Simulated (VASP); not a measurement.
# SnO₂: Mössbauer parameters, by potentials

SnO₂, I4_1/amd (no. 141), 6 atoms in the cell.

| Potentials | Quadrupole splitting of the first site (mm/s) | Time (s) |
|---|---|---|
| Sn_d, O | 0.16 | 129 |
| Sn, O | 0.18 | 71 |
| Sn_d_GW, O_GW | 0.15 | 144 |
| Sn_d, O_h | 0.16 | 98 |

## Input of the first row

INCAR:
```
SYSTEM = SnO2
ALGO = Normal
EDIFF = 1E-7
ENCUT = 950
GGA = PE
ISMEAR = 0
KPAR = 4
LASPH = .TRUE.
LCHARG = .FALSE.
LEFG = .TRUE.
LREAL = .FALSE.
LWAVE = .FALSE.
NELM = 120
PREC = Accurate
QUAD_EFG = -132 -25.58
SIGMA = 0.02
```

KPOINTS:
```
k-points
0
Gamma
  8 8 8
```

POSCAR:
```
SnO2
1.0
   -2.0000686112      2.0000686112      5.1236788559
    2.0000686112     -2.0000686112      5.1236788559
    2.0000686112      2.0000686112     -5.1236788559
Sn O
2 4
Direct
    0.0000000000      0.0000000000      0.0000000000
    0.7500000000      0.2500000000      0.5000000000
    0.5465225900      0.0465225900      0.5000000000
    0.2034774100      0.2034774100      0.0000000000
    0.9534774100      0.4534774100      0.5000000000
    0.7965225900      0.7965225900      0.0000000000
```

Commands:
```
cat potpaw_PBE.64/Sn_d/POTCAR potpaw_PBE.64/O/POTCAR > POTCAR
mpirun -np 4 vasp_std > vasp.out
```

Changes of the last row against the first:
```
- cat potpaw_PBE.64/Sn_d/POTCAR potpaw_PBE.64/O/POTCAR > POTCAR
+ cat potpaw_PBE.64/Sn_d/POTCAR potpaw_PBE.64/O_h/POTCAR > POTCAR
```

VASP 6.6.1 took 129 s on 4 cores (AMD EPYC 9R45 (Zen 5)), a shared host.
